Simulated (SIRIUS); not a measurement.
**Tb under changes of volume**

One of the cells (32.609 Å³/atom); the others are scaled copies at fixed shape and fractional positions:

```
Tb
1.0
     3.62485    0.00000    0.00000
    -1.81242    3.13921    0.00000
     0.00000    0.00000    5.73131
Tb
2
Direct
  0.66667 0.33333 0.75000
  0.33333 0.66667 0.25000
```

* Program: SIRIUS 7.12.0
* Functional: PBE
* Potentials or basis: all-electron FP-LAPW
* Cutoff: 168 eV
* Basis: apw+lo standard
* k mesh: 9 × 9 × 5
* Occupations: fermi-dirac, width 0.05 eV
* Spin: collinear spin, ferromagnetic start
* Starting moments: [6.0, 6.0] μB

| volume (Å³/atom) | energy over the lowest point (meV/atom) | moment (μB per cell) |
| --- | --- | --- |
| 30.051 | ? | ? |
| 30.691 | 4.12 | 11.95 |
| 31.330 | 0.59 | 11.95 |
| 32.609 | 0.00 | 11.98 |
| 33.248 | 2.54 | 12.00 |
| 33.888 | 6.75 | 12.02 |

**Question.** What does the run at 30.051 Å³/atom give?

**Answer.** Energy over the lowest point 10.33 meV/atom; moment 11.94 μB per cell.

Worked out: A Birch-Murnaghan fit of order 3 (a polynomial in V^(-2/3)) to the other rows has its minimum at 32.05 Å³/atom with B0 = V·E''(V) = 25 GPa and B' = 3.9 at fixed shape and positions, which overstates the stiffness. It gives 10.12 meV/atom at 30.051 Å³/atom, against the run's 10.33. A parabola through the other rows of the moment, of slope -0.0011 μB per Å³/atom there, extrapolates to 11.95 μB, against the run's 11.94.

Energies are extrapolated to zero smearing.

Caveats: the magnetic or orbital state may not be the lowest.
